A Gaussian width of 0.1 eV lowers the electronic free energy of this nickel germanide by roughly 1 meV per atom, and a width of 0.5 eV lowers it by roughly 30. The energy extrapolated back to zero smearing moves far less. Two rows of the table are open: Fermi-Dirac at 0.05 eV, and cold smearing at 0.3 eV. Can their errors be worked out from the other rows?

Smearing errors for non-magnetic Ni3Ge (Cu3Au type, a = 3.530 Å) at fixed atoms and cell, relative to Gaussian smearing of 0.1 eV. Computed with Ansatz 0.2.0, r2SCAN, scalar-relativistic plane-wave PAW, a 500 eV cutoff and a Gamma-centred 12×12×12 k mesh. Energy is extrapolated to zero smearing; pressure is positive in compression.

| occupation rule | occupation width (eV) | energy less reference (meV/atom) | free energy less reference (meV/atom) | pressure less reference (GPa) |
| --- | --- | --- | --- | --- |
| Fermi-Dirac | 0.05 | ? | ? | ? |
| Fermi-Dirac | 0.2 | 4.69 | -35.5 | 0.812 |
| Gaussian | 0.3 | 0.059 | -9.86 | 0.168 |
| Gaussian | 0.5 | 3.66 | -31.7 | 0.692 |
| Methfessel-Paxton | 0.5 | 0.460 | 6.59 | -0.308 |
| cold | 0.01 | 0.294 | 1.65 | -0.012 |
| cold | 0.02 | 0.290 | 1.63 | -0.012 |
| cold | 0.1 | 0.045 | 1.66 | -0.034 |
| cold | 0.2 | 0.549 | 3.55 | -0.081 |
| cold | 0.3 | ? | ? | ? |
| cold | 0.5 | -3.04 | 23.4 | -1.12 |
| tetrahedron | 0 | 0.161 | 1.51 | -0.017 |

**The first rows: Fermi-Dirac and Gaussian**

Fermi-Dirac at 0.2 eV errs far more than Gaussian at 0.3 eV, and resembles Gaussian at 0.5 eV in every column. The label "width" means different things in the two rules. What counts is the second moment $m_2$ of the broadening function, its mean squared spread in energy. It is $w^2/2$ for a Gaussian of width $w$ and $\pi^2w^2/3$ for Fermi-Dirac, so a Fermi-Dirac width acts like a Gaussian one about 2.6 times as large.

Theory says why this moment matters. Smearing acts as if the Fermi level were spread over a range of energies, and the result is an average over that range. The electrons' grand potential, plotted against the Fermi level, curves downwards, and its curvature is minus the density of states $D$. The average therefore lies below the unsmeared value, and to leading order the free energy shifts by

$$\Delta F=-\tfrac12 D\,m_2 .$$

The last row of the table supplies the one number needed. The tetrahedron method has no width, so its energy and free energy coincide. Measured from the reference they differ, 0.161 against 1.51 meV/atom, because the reference's own free energy is lowered by its smearing. That lowering is 1.51 − 0.161 = 1.349 meV/atom, which corresponds to about 0.54 states per eV and atom.

Scaled by $m_2$, this number reproduces the free energies of the three wide Fermi-Dirac and Gaussian rows to within 10 %. The largest miss in percent is at Gaussian 0.3, where the estimate is −10.8 and the calculation gives −9.86 meV/atom. None of the three rows was used to set the number.

The energy behaves differently because smearing raises the internal energy by as much as it lowers the free energy, to leading order. The zero-smearing energy is their average, so the quadratic term cancels. The pressure has no such protection, since it is set by how the smeared free energy changes with volume. Its positive error means that smearing favours a larger cell, as expected if the bands narrow and $D$ rises when the crystal expands. Gaussian 0.3 shows the result: its energy is off by only 0.059 meV/atom, its pressure by 0.168 GPa.

**Forecast for Fermi-Dirac at 0.05 eV**

The second moment is $\pi^2\times0.05^2/3=0.00822$ eV², against $0.1^2/2=0.005$ eV² for the reference. The ratio is 1.645, so this row should be lowered by 0.645 times the reference's own shift more than the reference is. That gives −0.645 × 1.349 = −0.87 meV/atom for the free energy, with a range of ±0.15.

The same factor applied to the tetrahedron row's pressure gives +0.011 ± 0.005 GPa. The program warns that derivatives taken with the tetrahedron method may be incomplete, so this starting value is itself uncertain. For the energy the forecast is 0.00 ± 0.15 meV/atom. That range reflects the mesh: tetrahedron and cold 0.01, both practically free of smearing, already differ by 0.13 meV/atom. No denser mesh is at hand to say which is closer to the converged value.

**The middle rows: Methfessel-Paxton and cold smearing**

Here the sign of the free-energy error flips. These rules use broadening functions that are partly negative, built so that $m_2$ vanishes. The large quadratic lowering is gone, and higher terms remain. They depend on the slope and curvature of the density of states near the Fermi level, and they can have either sign.

The narrow cold rows, up to 0.1 eV, sit about 1.65 meV/atom above the reference in free energy. Most of that is the reference's own lowering seen from the other side. The error of cold smearing itself becomes clear at 0.2 eV and is large at 0.5 eV, where the free energy lies 23.4 meV/atom above the reference and the pressure 1.12 GPa below it. Removing the leading error therefore does not make every wide setting safe. At 0.5 eV Methfessel-Paxton does better than Gaussian smearing in every column, but cold smearing has a larger pressure error than either.

**Forecast for cold smearing at 0.3 eV**

Cold smearing is lopsided, so its first surviving term is cubic in the width, followed by a quartic one. For each column I drew such a two-term curve through cold 0.2 and cold 0.5, with cold 0.01 as its zero. In the energy column the extrapolation to zero smearing already removes the cubic term, so there the curve is only a convenient interpolation. Cold 0.1, left out of the curve, comes out 0.25 meV/atom too high in free energy.

At 0.3 eV the curve gives these values:

- energy: +0.63 ± 1.0 meV/atom, so its sign is open
- free energy: +7.5 ± 1.5 meV/atom
- pressure: −0.25 ± 0.08 GPa

These ranges, like those for Fermi-Dirac, are judgements and not statistical errors. A second approach uses one series in the moments, with common coefficients for all rules, and puts the free energy lower, between 5 and 6 meV/atom. I preferred the curve through the cold rows, because they already carry whatever higher terms matter at such widths.

The withheld rows as computed:

| occupation rule | occupation width (eV) | energy less reference (meV/atom) | free energy less reference (meV/atom) | pressure less reference (GPa) |
| --- | --- | --- | --- | --- |
| Fermi-Dirac | 0.05 | -0.048 | -0.844 | 0.013 |
| cold | 0.3 | 1.36 | 6.56 | -0.139 |

**What the first withheld row shows**

All three Fermi-Dirac forecasts hold. The free energy is −0.844 meV/atom against the forecast −0.87, and the pressure is 0.013 GPa against 0.011. The step was a short one: this row is equivalent to a Gaussian of 0.13 eV, close to the reference, so the higher terms had little room to act. The energy, −0.048 meV/atom, is smaller than the disagreement between the nearly unsmeared rows and needs no explanation.

**What the second withheld row shows**

For cold smearing two forecasts fall within their ranges and one does not. The free energy is 6.56 meV/atom, 0.9 below the forecast. The energy is 1.36 meV/atom, 0.7 above it. The pressure is −0.139 GPa, little more than half the forecast size and outside the stated range.

The pressure miss shows where the curve was too simple. The values at 0.2 and 0.5 eV happen to lie close to a pure cubic law, so the curve followed one in between. The computed pressure error, counted from cold 0.01, instead grows almost ninefold from 0.3 to 0.5 eV, where a cubic law gives a factor of 4.6 and a quartic one 7.7. From 0.2 to 0.3 eV it grows less than twofold, more slowly than either law. No sum of a cubic and a quartic term follows both steps, so the two-term form itself fails here, and my range allowed too little for that. The Fermi levels of the same runs give a partial clue. From Gaussian 0.1 to Gaussian 0.5 the level rises by about 0.1 eV, as expected where the density of states falls with energy. Such a slope should give cold smearing a positive cubic error in the free energy, which is the sign found. Along the cold rows the Fermi level creeps upwards as far as 0.3 eV, but at 0.5 eV it has dropped by about 0.05 eV. Cold smearing can allow more than one Fermi level for the same number of electrons, and these runs do not show whether that played a part.

My preference for the curve was not borne out either. The common series gives 5.5 meV/atom for the free energy, about as far below the computed value as the curve lies above it. It was fitted with three coefficients to nine rows, leaving out Methfessel-Paxton, whose order is not stated. If that rule is taken as first order, the series misses its free energy by 2.5 meV/atom. The series is also fragile, because its cubic coefficient hangs almost entirely on cold 0.5. The printed output after this text gives both estimates.

The new row also makes the course of the energy clearer. Along the cold rows the energy error climbs from 0.549 to 1.36 meV/atom between 0.2 and 0.3 eV, then falls to −3.04 at 0.5 eV. If it varies smoothly, it passes through zero somewhere between the last two widths. A calculation at that width would seem perfect in energy while its free energy still lay more than 6 meV/atom above the reference.

**Choosing a width in practice**

Translate widths before comparing rules: multiply a Fermi-Dirac width by 2.6 to get the Gaussian equivalent. For those two rules the free-energy error here grew roughly with the square of the width, so one narrow calculation gave a fair estimate for a wider one. Expect this to work less well where the density of states has a sharp peak within the width. For cold smearing no such simple scaling held, and an intermediate width has to be calculated.

Judge a setting by its pressure as well as its energy, above all if the cell is to be relaxed. The forces cannot serve as a check here, because symmetry keeps them at zero in this crystal whatever the smearing. These sizes belong to the non-magnetic state, which was imposed here. A magnetic moment would change the density of states at the Fermi level, and the smearing errors with it.

The analysis program printed:

```
Lowering of the reference free energy by its own smearing (meV/atom): 1.349
Density of states at the Fermi level from it (states/eV/atom, both spins): 0.5396
Gaussian widths equivalent to Fermi-Dirac 0.05 and 0.2 (eV): 0.1283, 0.513
Quadratic estimate of free energy, Fermi-Dirac 0.2, Gaussian 0.3, Gaussian 0.5 (meV/atom): -34.16, -10.79, -32.38
Excess of its size over the computed one, same rows (percent): -3.788, 9.452, 2.132
Energy of cold 0.01 less tetrahedron (meV/atom): 0.133
Cold 0.1 free energy from the cold interpolation, less computed (meV/atom): 0.2487
Energy forecast, Fermi-Dirac 0.05 (bar 0.15) and cold 0.3 (bar 1.0) (meV/atom): 0, 0.6277
Energy computed, same rows (meV/atom): -0.048, 1.36
Energy forecast less computed (meV/atom): 0.048, -0.7323
Free energy forecast, Fermi-Dirac 0.05 (bar 0.15) and cold 0.3 (bar 1.5) (meV/atom): -0.87, 7.491
Free energy computed, same rows (meV/atom): -0.844, 6.56
Free energy forecast less computed (meV/atom): -0.02602, 0.931
Pressure forecast, Fermi-Dirac 0.05 (bar 0.005) and cold 0.3 (bar 0.08) (GPa): 0.01096, -0.247
Pressure computed, same rows (GPa): 0.013, -0.139
Pressure forecast less computed (GPa): -0.002036, -0.108
fit of free_energy_less_reference on 9 rows (~MP): coefficient of x2 -243.1 +/- 13, coefficient of m3 -186.9 +/- 28, coefficient of x4 -61.14 +/- 26; rms 0.476, worst cold -1.13, leave-one-out rms 6.55
  rows outside the fit (model, value, miss): Fermi-Dirac -0.7966, -0.844, 0.0474; Methfessel-Paxton 4.086, 6.59, -2.5; cold 5.532, 6.56, -1.03
```
